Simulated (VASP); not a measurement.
# ZnS (P6_3mc) in VASP: a series of runs

Runs on ZnS. Level: PBEsol. Tasks: single point.

All numbers are computed with VASP 6.6.1; they aren't measurements. Logs are shortened: lines on timing, memory, paths and dates and some standing lists are left out, and cuts for length are marked.

**What was measured.**

A printed reference work, monograph reports, for a bulk crystal of ZnS at 4 K: band gap 3.911 eV (direct).

How close the calculation comes is told below.

**1. The cell of the first run**

The structure is hexagonal, space group P6_3mc (No. 186). Conventional cell: a = 3.927 Å, b = 3.927 Å, c = 6.448 Å, α = 90.00°, β = 90.00°, γ = 120.00°. Zn (site symmetry 3m) has 4 S at 2.41 Å within 3.2 Å. Within 3.2 Å of S (site symmetry 3m) lie 4 Zn at 2.41 Å.

**2. Single point, PBEsol (21.53 Å³/atom)**

INCAR

```
SYSTEM = ZnS
PREC     = Accurate       ! precision mode
ENCUT    = 520            ! plane-wave cutoff, eV
EDIFF    = 1E-6           ! SCF threshold, eV
ISMEAR   = 0              ! smearing method
SIGMA    = 0.05           ! smearing width, eV
LREAL    = .FALSE.        ! projectors in reciprocal space
LASPH    = .TRUE.         ! aspherical terms in the spheres
NELM     = 60             ! most SCF steps
ALGO     = Normal         ! electronic algorithm
ISIF     = 2              ! what is computed and relaxed
LWAVE    = .FALSE.        ! write WAVECAR
LCHARG   = .FALSE.        ! write CHGCAR
GGA      = PS             ! functional
NBANDS   = 26             ! bands
```

KPOINTS

```
regular mesh
0
G
  9 9 6
  0 0 0
```

POSCAR

```
ZnS
1.0
    3.9270198974      0.0000000000      0.0000000000
   -1.9635099487      3.4008989924      0.0000000000
    0.0000000000      0.0000000000      6.4477299682
Zn S
2 2
Direct
    0.3333333333      0.6666666667      0.0054424479
    0.6666666667      0.3333333333      0.5054424479
    0.3333333333      0.6666666667      0.3795575521
    0.6666666667      0.3333333333      0.8795575521
```

Potentials or basis: VASP PAW PBE potentials, release 64 (Zn, S).

On the command line:

```
$ cat potpaw_PBE.64/Zn/POTCAR potpaw_PBE.64/S/POTCAR > POTCAR
$ mpirun -np 1 vasp_std > vasp.out
```

OUTCAR:

```text
SYSTEM = ZnS
   PREC = Accurate
   ENCUT = 520
   EDIFF = 1E-6
   ISMEAR = 0
   LREAL = .FALSE.
   LASPH = .TRUE.
   NELM = 60
   ISIF = 2
   GGA = PS

 ion  position               nearest neighbor table
   1  0.333  0.667  0.005-   4 2.41   4 2.41   4 2.41   3 2.41
   2  0.667  0.333  0.505-   3 2.41   3 2.41   3 2.41   4 2.41
   3  0.333  0.667  0.380-   2 2.41   2 2.41   2 2.41   1 2.41
   4  0.667  0.333  0.880-   1 2.41   1 2.41   1 2.41   2 2.41

  LATTYP: Found a hexagonal cell.
 ALAT       =     3.9270198974
 C/A-ratio  =     1.6418887952

  Lattice vectors:

 A1 = (   3.9270198974,   0.0000000000,   0.0000000000)
 A2 = (  -1.9635099487,   3.4008989924,   0.0000000000)
 A3 = (   0.0000000000,   0.0000000000,   6.4477299682)

Analysis of symmetry for initial positions (statically):
=====================================================================
 Subroutine PRICEL returns:
 Original cell was already a primitive cell.

 Routine SETGRP: Setting up the symmetry group for a
 hexagonal supercell.

 Subroutine GETGRP returns: Found 12 space group operations
 (whereof  6 operations were pure point group operations)
 out of a pool of 24 trial point group operations.

The static configuration has the point symmetry C_3v.
 The point group associated with its full space group is C_6v.

Analysis of symmetry for dynamics (positions and initial velocities):
=====================================================================
 Subroutine PRICEL returns:
 Original cell was already a primitive cell.

 Routine SETGRP: Setting up the symmetry group for a
 hexagonal supercell.

 Subroutine GETGRP returns: Found 12 space group operations
 (whereof  6 operations were pure point group operations)
 out of a pool of 24 trial point group operations.

The dynamic configuration has the point symmetry C_3v.
 The point group associated with its full space group is C_6v.

 Subroutine INISYM returns: Found 12 space group operations
 (whereof  6 operations are pure point group operations),
 and found     1 'primitive' translations

----------------------------------------------------------------------------------------

                                     Primitive cell

  volume of cell :      86.1120

  direct lattice vectors                    reciprocal lattice vectors
     3.927019897  0.000000000  0.000000000     0.254646023  0.147019950  0.000000000
    -1.963509949  3.400898992  0.000000000     0.000000000  0.294039900  0.000000000
     0.000000000  0.000000000  6.447729968     0.000000000  0.000000000  0.155093344

  length of vectors
     3.927019897  3.927019897  6.447729968     0.294039900  0.294039900  0.155093344

  position of ions in fractional coordinates (direct lattice)
     0.333333333  0.666666667  0.005442448
     0.666666667  0.333333333  0.505442448
     0.333333333  0.666666667  0.379557552
     0.666666667  0.333333333  0.879557552

  ion indices of the primitive-cell ions
   primitive index   ion index
                 1           1
                 2           2
                 3           3
                 4           4

----------------------------------------------------------------------------------------

 KPOINTS: regular mesh

Automatic generation of k-mesh.
 Grid dimensions read from file:
 generate k-points for:    9    9    6

 Generating k-lattice:

  Cartesian coordinates                     Fractional coordinates (reciprocal lattice)
     0.028294003  0.016335550  0.000000000     0.111111111  0.000000000  0.000000000
     0.000000000  0.032671100  0.000000000     0.000000000  0.111111111  0.000000000
     0.000000000  0.000000000  0.025848891     0.000000000  0.000000000  0.166666667

  Length of vectors
     0.032671100  0.032671100  0.025848891

  Shift w.r.t. Gamma in fractional coordinates (k-lattice)
     0.000000000  0.000000000  0.000000000

 Subroutine IBZKPT returns following result:
 ===========================================

 Found     48 irreducible k-points:

 Following reciprocal coordinates:
            Coordinates               Weight
  0.000000  0.000000  0.000000      1.000000
  0.111111  0.000000  0.000000      6.000000
  0.222222 -0.000000  0.000000      6.000000
  0.333333  0.000000  0.000000      6.000000
  0.444444 -0.000000  0.000000      6.000000
  0.111111  0.111111  0.000000      6.000000
[... 16 lines left out ...]
  0.333333  0.222222  0.166667     24.000000
  0.333333  0.333333  0.166667      4.000000
 [... further k-points ...]
   k-points           NKPTS =     48   k-points in BZ     NKDIM =     48   number of bands    NBANDS=     26
   number of dos      NEDOS =    301   number of ions     NIONS =      4
   total plane-waves  NPLWV =  43200
   dimension x,y,z NGX =    30 NGY =   30 NGZ =   48
   dimension x,y,z NGXF=    60 NGYF=   60 NGZF=   96
   ions per type =               2   2
   NGX,Y,Z   is equivalent  to a cutoff of  12.70, 12.70, 12.38 a.u.
   NGXF,Y,Z  is equivalent  to a cutoff of  25.40, 25.40, 24.75 a.u.
 SYSTEM =  ZnS
   PREC   = accura    normal or accurate (medium, high low for compatibility)
   ISTART =      0    job   : 0-new  1-cont  2-samecut
   ICHARG =      2    charge: 1-file 2-atom 10-const
   ISPIN  =      1    spin polarized calculation?
   LNONCOLLINEAR =      F non collinear calculations
   LSORBIT =      F    spin-orbit coupling
   LASPH  =      T    aspherical Exc in radial PAW
   ENCUT  =  520.0 eV  38.22 Ry    6.18 a.u.   7.30  7.30 11.99*2*pi/ulx,y,z
   NELM   =     60;   NELMIN=  2; NELMDL= -5     # of ELM steps
   EDIFF  = 0.1E-05   stopping-criterion for ELM
   LREAL  =      F    real-space projection
   EDIFFG = 0.1E-04   stopping-criterion for IOM
   NSW    =      0    number of steps for IOM
   IBRION =     -1    ionic relax: 0-MD 1-quasi-New 2-CG
   NFREE  =      0    steps in history (QN), initial steepest desc. (CG)
   ISIF   =      2    stress and relaxation
   ISYM   =      2    0-nonsym 1-usesym 2-fastsym
   POTIM  = 0.5000    time-step for ionic-motion
   TEBEG  =    0.0;   TEEND  =   0.0 temperature during run
   PSTRESS=    0.0 pullay stress
   NELECT =      36.0000    total number of electrons
   NUPDOWN=      -1.0000    fix difference up-down
   EMIN   =  10.00;   EMAX   =-10.00  energy-range for DOS
   EFERMI =   0.00;   METHOD = LEGACY
   ISMEAR =     0;   SIGMA  =   0.05  broadening in eV -4-tet -1-fermi 0-gaus
   EFERMI_NEDOS =   21; number of points for ismear=-14 and -15
   IALGO  =     38    algorithm
   IMIX   =      4    mixing-type and parameters
     AMIX     =   0.40;   BMIX     =  1.00
     AMIX_MAG =   1.60;   BMIX_MAG =  1.00
  volume/ion in A,a.u.               =      21.53       145.28
  Fermi-wavevector in a.u.,A,eV,Ry     =   1.224112  2.313236 20.387648  1.498450
  Thomas-Fermi vector in A             =   2.359198
   LORBIT       =      0    0 simple, 1 ext, 2 COOP (PROOUT), +10 PAW based schemes
   GGA     = PS    functional components
   LHFCALC =     F    Hartree Fock is set to
   AEXX    =    0.0000 exact exchange contribution
   IVDW    =     0    specifies the selected vdW correction
   LEPSILON=     F    determine dielectric tensor
   LRPA    =     F    only Hartree local field effects (RPA)
 non-spin polarized calculation
 Gauss-broadening in eV      SIGMA  =   0.05
  energy-cutoff  :      520.00
  volume of cell :       86.11
 maximum number of plane-waves:      2364
 NGX is ok and might be reduce to    30
   NGX = 15   NGY = 15   NGZ = 23

 number of electron      35.9999954 magnetization

 Free energy of the ion-electron system (eV)
  ---------------------------------------------------
  ext. energy  EPLUGINS =         0.00000000
  ---------------------------------------------------
  free energy    TOTEN  =       -14.95839390 eV

  energy without entropy =      -14.95839390  energy(sigma->0) =      -14.95839390

 E-fermi :   1.4723     XC(G=0):  -9.4380

 val. band max:        1.2617349628   @ k =   0.0000   0.0000   0.0000
 cond. band min:       2.9282882317   @ k =   0.0000   0.0000   0.0000
 fundamental gap:      1.6665532689
 Fermi energy:         1.4723363475

 k-point     1 :       0.0000    0.0000    0.0000
  band No.  band energies     occupation
      1     -11.3457      2.00000
      2     -10.5527      2.00000
      3      -4.8085      2.00000
      4      -4.7962      2.00000
      5      -4.7962      2.00000
      6      -4.7279      2.00000
[... 18 lines left out ...]
     25       8.8167      0.00000
     26       9.8969      0.00000

 k-point     2 :       0.1111    0.0000    0.0000
  band No.  band energies     occupation
      1     -11.2736      2.00000
      2     -10.5130      2.00000
      3      -4.8020      2.00000
      4      -4.7900      2.00000
      5      -4.7827      2.00000
      6      -4.7187      2.00000
[... 18 lines left out ...]
     25       9.1521      0.00000
     26       9.5561      0.00000

 k-point     3 :       0.2222   -0.0000    0.0000
  band No.  band energies     occupation
      1     -11.0763      2.00000
      2     -10.4155      2.00000
      3      -4.7944      2.00000
      4      -4.7609      2.00000
      5      -4.7518      2.00000
      6      -4.6798      2.00000
[... 18 lines left out ...]
     25       9.2251      0.00000
     26       9.9049      0.00000

 k-point     4 :       0.3333    0.0000    0.0000
  band No.  band energies     occupation
      1     -10.8135      2.00000
      2     -10.3191      2.00000
      3      -4.7763      2.00000
      4      -4.7246      2.00000
      5      -4.7151      2.00000
      6      -4.5979      2.00000
[... 18 lines left out ...]
     25       9.6203      0.00000
     26      10.4688      0.00000
[... 496 lines left out ...]
      1     -10.6549      2.00000
      2     -10.3145      2.00000
      3      -4.7493      2.00000
      4      -4.7110      2.00000
      5      -4.6417      2.00000
      6      -4.6214      2.00000
[... 18 lines left out ...]
     25       9.4915      0.00000
     26      10.4110      0.00000

 k-point    23 :       0.3333    0.2222    0.1667
  band No.  band energies     occupation
      1     -10.4716      2.00000
      2     -10.3004      2.00000
      3      -4.7551      2.00000
      4      -4.6788      2.00000
      5      -4.6095      2.00000
      6      -4.5584      2.00000
[... 18 lines left out ...]
     25      10.1582      0.00000
     26      10.8491      0.00000

 k-point    24 :       0.3333    0.3333    0.1667
  band No.  band energies     occupation
      1     -10.3519      2.00000
      2     -10.3519      2.00000
      3      -4.7589      2.00000
      4      -4.6330      2.00000
      5      -4.6330      2.00000
      6      -4.5458      2.00000
[... 18 lines left out ...]
     25      10.7565      0.00000
     26      10.7567      0.00000

 [... further k-points ...]
[... 5 lines left out ...]
  --------------------------------------------------------------------------------------
  -------------------------------------------------------------------------------------
  Total       -3.6174570     -3.6174570     -3.7054073      0.0000000     -0.0000000      0.0000000
  in kB      -67.3054571    -67.3054571    -68.9418376      0.0000000     -0.0000000      0.0000000
  external PRESSURE =     -67.8509173 kB  Pullay stress =       0.0000000 kB

 VOLUME and BASIS-vectors are now :
 -----------------------------------------------------------------------------
  energy-cutoff  :      520.00
  volume of cell :       86.11
      direct lattice vectors                 reciprocal lattice vectors
     3.927019897  0.000000000  0.000000000     0.254646023  0.147019950  0.000000000
    -1.963509949  3.400898992  0.000000000     0.000000000  0.294039900  0.000000000
     0.000000000  0.000000000  6.447729968     0.000000000  0.000000000  0.155093344

 POSITION                                       TOTAL-FORCE (eV/Angst)
 -----------------------------------------------------------------------------------
     -0.00000      2.26727      0.03509        -0.000000     -0.000000     -0.021889
      1.96351      1.13363      3.25896         0.000000      0.000000     -0.021889
     -0.00000      2.26727      2.44728        -0.000000     -0.000000      0.021889
      1.96351      1.13363      5.67115        -0.000000      0.000000      0.021889
 -----------------------------------------------------------------------------------
    total drift:                               -0.000001     -0.000001      0.000566

  FREE ENERGIE OF THE ION-ELECTRON SYSTEM (eV)
  ---------------------------------------------------
  free  energy   TOTEN  =       -14.9583939022 eV

  energy  without entropy=      -14.9583939022  energy(sigma->0) =      -14.95839390
```

Wall time 47 s (1 thread of Intel Xeon 6975P-C (Granite Rapids), shared host); peak memory 0.24 GiB.

What came out:

* Free energy: -14.9584 eV
* Pressure: -6.8 GPa
* Largest force: 0.022 eV/Å
* Band gap on the k mesh: 1.67 eV

Forces in eV/Å, atoms in the order of the input:
```
Zn   0.000  0.000 -0.022
Zn   0.000  0.000 -0.022
S    0.000  0.000  0.022
S    0.000  0.000  0.022
```

Stress tensor (GPa, compression positive):
```
-6.73  0.00  0.00
 0.00 -6.73  0.00
 0.00  0.00 -6.89
```

Levels at points of the mesh, in eV from the valence-band top:
| k point | band 15 | band 16 | band 17 | band 18 | band 19 | band 20 | band 21 | band 22 |
| --- | --- | --- | --- | --- | --- | --- | --- | --- |
| (0.00, 0.00, 0.00) | -0.78 | -0.08 | 0.00 | 0.00 | 1.67 | 2.83 | 6.27 | 6.27 |
| (0.00, 0.00, 0.50) | -0.41 | -0.41 | -0.41 | -0.41 | 3.17 | 3.17 | 6.48 | 6.48 |

Caveat: the cell stands under tension; the PAW data sets were made with another functional, which shifts forces and pressure a little.

[end of part 1 of 2]
